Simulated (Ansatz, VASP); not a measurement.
**One calculation of NiO, two programs**

File INCAR:

```
PREC = Accurate
ENCUT = 520
EDIFF = 1E-6
ISMEAR = -1
SIGMA = 0.05
LREAL = F
LASPH = T
NELM = 150
ALGO = Normal
ISIF = 2
LWAVE = F
LCHARG = F
ISPIN = 2
MAGMOM = 1 0
LORBIT = 11
LMAXMIX = 4
GGA = PS
IVDW = 13
NBANDS = 19
```

The input KPOINTS:

```
Automatic mesh
0
Gamma
  11 11 11
```

The input POSCAR:

```
NiO
1.0
    0.0000000000      2.0859016414      2.0859016414
    2.0859016414      0.0000000000      2.0859016414
    2.0859016414      2.0859016414      0.0000000000
Ni O
1 1
Direct
    0.0000000000      0.0000000000      0.0000000000
    0.5000000000      0.5000000000      0.5000000000
```

The input input.yaml:

```yaml
crystal:
  lattice:
    - [0.0, 2.0859016414, 2.0859016414]
    - [2.0859016414, 0.0, 2.0859016414]
    - [2.0859016414, 2.0859016414, 0.0]
  atoms:
    - { symbol: Ni, position: [0.0, 0.0, 0.0], spin: 1.0 }
    - { symbol: O, position: [0.5, 0.5, 0.5] }
hamiltonian:
  xc: pbesol
  pseudopotentials: { kind: paw }
  dispersion: d4
magnetization:
  spin_polarized: true
kpoints:
  mp_grid: { grid: [11, 11, 11] }
scf:
  occupations: { method: fermi_dirac, width: 0.05 }
output:
  forces: true
  stress: true
  eigenvalues: true
  write_density: true
  write_potential: true
  elf: true
  volumetric_format: npy
```

Alike in both runs: task single point; functional PBEsol; dispersion D4; k mesh 11 × 11 × 11; occupations fermi-dirac, width 0.05 eV; collinear spin.

```csv
,VASP,Ansatz
version,VASP 6.6.1,Ansatz 0.2.0
potentials or method,"VASP PAW PBE potentials, release 64 (Ni, O)",Ansatz PAW
plane-wave cutoff (eV),520,420
valence electrons in the cell,16,24
```

```csv
,VASP,Ansatz,Ansatz less VASP
gap on the k mesh at the Fermi level (eV),none,none,-
pressure (GPa),-10.1,-9.9,+0.24
net moment per atom (μB),0.67,0.70,+0.030
size of the moment on the site where the two differ most (μB),1.12,1.15,+0.025
dispersion energy (meV/atom),-177.2,-177.3,-0.02
```

Site moments also hang on the region over which each program counts them. A gap of «none» marks a metal or a gap that the smearing closes. The two sets of potentials don't hold the same shells in valence.

Caveats: a cell with one magnetic atom can't hold antiferromagnetic order, which such compounds often take; semilocal functionals often make such compounds metallic where correlation or magnetic order opens a gap, which also shifts bond lengths; pairwise dispersion overbinds metals, which lowers pressure and volume; the PAW data sets were made with another functional, which shifts forces and pressure a little (VASP); the pressure holds a Pulay correction of +0.7 GPa for the finite cutoff (Ansatz); the PAW data sets come from PBE, with cores solved anew for the run's functional, which leaves a small shift of forces and pressure (Ansatz).
